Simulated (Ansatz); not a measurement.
# Sb under changes of volume

One of the cells (26.962 Å³/atom); the others are scaled copies at fixed shape and fractional positions:

```
Sb
1.0
    -1.57654    1.57654    2.71194
     1.57654   -1.57654    2.71194
     1.57654    1.57654   -2.71194
Sb
1
Direct
  0.00000 0.00000 0.00000
```

This isn't the form of Sb at room conditions, which is rhombohedral.

```yaml
Program: Ansatz 0.2.0
Functional: PBEsol
Potentials_or_basis: Ansatz PAW earlier set
Cutoff: "460 eV (not typed: the program's choice for these potentials)"
k_mesh: 12 × 12 × 12
Occupations: fermi-dirac, width 0.05 eV
Spin: no spin polarisation
```

```tsv
volume (Å³/atom)	energy over the lowest point (meV/atom)	pressure (GPa)
25.344	10.48	3.2
25.883	?	?
26.423	0.00	0.1
26.962	2.11	-1.3
27.501	8.41	-2.4
28.040	18.46	-3.5
28.580	31.84	-4.4
```

Problem. What does the run at 25.883 Å³/atom give?

Solution. Energy over the lowest point 2.60 meV/atom; pressure 1.5 GPa.

Worked out: A Birch-Murnaghan fit of order 3 (a polynomial in V^(-2/3)) to the other rows has its minimum at 26.44 Å³/atom with B0 = V·E''(V) = 68 GPa and B' = 4.7 at fixed shape and positions, which overstates the stiffness. It gives 2.60 meV/atom at 25.883 Å³/atom, against the run's 2.60, and -dE/dV = 1.5 GPa, against 1.5.

Energies are extrapolated to zero smearing.

Caveats: the PAW data sets come from PBE, with cores solved anew for the run's functional, which leaves a small shift of forces and pressure.
